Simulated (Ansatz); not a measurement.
# Property card for Sn

The calculation used DFT r2SCAN, scalar-relativistic, plane waves, PAW (Ansatz 0.2.0).

Settings: cutoff 500 eV, Γ-centred mesh 16×16×16 on the computed 1-atom cell, Gaussian smearing of 0.10 eV; no spin polarisation.

The structure is relaxed at this level of theory with its symmetry kept. This form isn't the element's structure at ambient conditions.

Space group I4/mmm (No. 139). a = 3.535 Å, b = 3.535 Å, c = 4.356 Å, α = 90.00°, β = 90.00°, γ = 90.00°
| atom | site | symmetry | x | y | z |
| --- | --- | --- | --- | --- | --- |
| Sn | 2a | 4/mmm | 0.0000 | 0.0000 | 0.0000 |

| Quantity | Value |
| --- | --- |
| Space group | I4/mmm (No. 139) |
| Volume per atom | 27.21 Å³ |
| Formation energy from the elements' standard states (uncorrected) | +0.239 eV/atom |
| Generalised Kohn–Sham band gap | none (metal) |
| Density of states at the Fermi level | 0.52 states/eV per cell |
| Löwdin character within 0.5 eV of the Fermi level | Sn 5p 81 %, Sn 5s 15 % |
| Bulk modulus | 49 GPa |
| Its pressure derivative | 4.6 |
| Bader charges (e) | Sn (1 in the cell) 0.00 |